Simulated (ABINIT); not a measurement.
Cu:

```
Cu
1.0
     0.00000    1.80750    1.80750
     1.80750    0.00000    1.80750
     1.80750    1.80750    0.00000
Cu
1
Direct
  0.00000 0.00000 0.00000
```

Base run:

| Item | Value |
| --- | --- |
| Program | ABINIT 10.8.3 (patched build) |
| Functional | r2SCAN |
| Potentials or basis | JTH PAW PBE v2.0 |
| Cutoff | 844 eV |
| k mesh | 13 × 13 × 13 |
| Occupations | fermi-dirac, width 0.05 eV |
| Spin | no spin polarisation |

Its results: band gap on the k mesh none (metal or under the smearing width); pressure -4.8 GPa.

Problem. The run is repeated on the same cell with these changes: functional from r2SCAN to WC. What comes out?

Solution. Band gap on the k mesh none (metal or under the smearing width); pressure -5.9 GPa.

Caveats: the PAW data sets were made with another functional, which shifts forces and pressure a little.
